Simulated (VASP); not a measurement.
Here is a VASP 6.6.1 calculation.

File INCAR:

```
SYSTEM = I
ALGO     = Normal         ! electronic algorithm
EDIFF    = 1E-7           ! SCF threshold, eV
EDIFFG   = -0.005         ! ionic threshold
ENCUT    = 600            ! plane-wave cutoff, eV
IBRION   = 2              ! ionic algorithm
ISIF     = 3              ! what is computed and relaxed
ISMEAR   = 0              ! smearing method
LASPH    = .TRUE.         ! aspherical terms in the spheres
LCHARG   = .FALSE.        ! write CHGCAR
LMIXTAU  = .TRUE.       
LREAL    = .FALSE.        ! projectors in reciprocal space
LWAVE    = .FALSE.        ! write WAVECAR
METAGGA  = R2SCAN         ! meta-GGA
NELM     = 80             ! most SCF steps
NSW      = 90             ! ionic steps
PREC     = Accurate       ! precision mode
PSTRESS  = 99.0         
SIGMA    = 0.03           ! smearing width, eV
```

The input KPOINTS:

```
k-points
0
G
  8 8 4
  0 0 0
```

The input POSCAR:

```
I                                       
1.0
    3.1755940693     -2.0742861029      0.0000000000
    3.1755940693      2.0742861029     -0.0000000000
    0.0000000000     -0.0000000000      9.3204137529
  I             
     4
Direct
     0.8128148475143518    0.1871851524856482    0.6231562263030129
     0.1871851524856482    0.8128148475143518    0.3768437736969870
     0.6871851524856482    0.3128148475143517    0.1231562263030130
     0.3128148475143517    0.6871851524856482    0.8768437736969871
```

Potentials or basis: VASP PAW PBE potentials, release 64 (I).

Command:

```console
$ cat potpaw_PBE.64/I/POTCAR > POTCAR
$ mpirun -np 1 vasp_std > vasp.out
```

**Question.** Predict the band gap on the k mesh.

**Answer.** 0.63 eV, indirect (least direct gap 1.07 eV).

**Question.** What does it give for the relaxed volume?

**Answer.** 30.72 Å³/atom.

**Question.** Estimate the space group after relaxing (to 0.05 Å).

**Answer.** Cmce (No. 64).

**Question.** Estimate the relaxed cell.

**Answer.** a = 3.794 Å, b = 3.794 Å, c = 9.321 Å, α = 90.00°, β = 90.00°, γ = 66.29°.

Forces on the atoms (eV/Å):
```
I    0.000  0.004  0.002
I    0.000 -0.004 -0.002
I    0.000 -0.004  0.002
I    0.000  0.004 -0.002
```

Caveat: the cell is relaxed towards a set pressure, so the enthalpy falls and the energy may rise; the PAW data sets were made with another functional, which shifts forces and pressure a little; spin-orbit coupling is left out, which moves the levels of the heavy elements. r2SCAN opens gaps a little over a GGA but as a rule still falls short of measured ones.
